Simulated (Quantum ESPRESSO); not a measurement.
The system is CdO (Monteponite).

```
Cd O
1.0
     0.00000    2.34950    2.34950
     2.34950    0.00000    2.34950
     2.34950    2.34950    0.00000
Cd O
1 1
Cartesian
  0.0000 0.0000 0.0000
  2.3495 2.3495 2.3495
```

* Program: Quantum ESPRESSO 7.5
* Task: phonons
* Functional: PBE
* Potentials or basis: SSSP 1.3 efficiency PBE
* Cutoff: 816 eV
* Density cutoff: 6531 eV
* k mesh: 7 × 7 × 7
* Occupations: gaussian, width 0.2 eV
* Spin: no spin polarisation
* Mixing beta: 0.5
* Most SCF iterations: 120
* SCF threshold: 4e-10 Ry

The cell and the atoms were relaxed first, to 13.58 Å³/atom (a = 3.374 Å, b = 3.374 Å, c = 3.374 Å, α = 60.00°, β = 60.00°, γ = 60.00°), and the response was taken there.

At L the frequencies are 99 99 180 180 195 414 cm⁻¹, at a pressure of 0.1 GPa.

Task: How do the modes respond when the cell is scaled evenly, at fixed shape?

Result: The highest mode has a Grüneisen parameter of 1.42 and moves by +4.6 cm⁻¹ per GPa. None of the listed modes softens on compression. The pressures give a bulk modulus of about 128 GPa.

Frequencies at 99 % and 101 % of the volume (pressures 1.4 and -1.1 GPa), ions relaxed:
```
mode  99 % (cm⁻¹)  101 % (cm⁻¹)  Grüneisen parameter
   1        101.5          96.4                 2.58
   2        101.5          96.4                 2.58
   3        188.6         171.6                 4.73
   4        188.6         171.6                 4.73
   5        197.5         192.4                 1.32
   6        420.2         408.5                 1.42
```

Modes are matched by their order; those that don't vary smoothly over the three volumes are left out.

Caveat: the k mesh is coarse; the mesh is thin for the phonons of a metal; the q point doesn't lie on the k mesh, which can shift a metal's frequencies strongly unless the mesh is converged.
